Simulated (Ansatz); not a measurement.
# Bi: computed properties

Level of theory: DFT PBE, scalar-relativistic, plane waves, PAW (Ansatz).

Cutoff 420 eV; k points 12×12×12 on the computed 2-atom cell (Γ-centred); Gaussian smearing, width 0.10 eV; no spin polarisation.

The structure is relaxed at this level of theory with its symmetry kept.

```xyz
2
Lattice="2.2909 1.3227 4.0563 -2.2909 1.3227 4.0563 0.0000 -2.6453 4.0563" Properties=species:S:1:pos:R:3 pbc="T T T"
Bi    0.0000    0.0000    2.8435
Bi    0.0000    0.0000    9.3254
```

| Property | Result |
| --- | --- |
| Space group | R-3m (No. 166) |
| Volume per atom | 36.87 Å³ |
| Formation energy from the elements' standard states (uncorrected) | -0.002 eV/atom |
| Kohn–Sham band gap | none (metal) |
| Density of states at the Fermi level | 0.05 states/eV per cell (so small that it hangs on the mesh: a semimetal, or crossings between mesh points) |
| Löwdin character within 0.5 eV of the Fermi level | Bi 6p 89 %, Bi 6s 9 % |
| Bulk modulus | 26.0 GPa |
| Its pressure derivative | 8.4 |
| Bader charges (e) | Bi (2 in the cell) 0.00 |

Spin-orbit coupling is left out, which matters for the bands of heavy elements.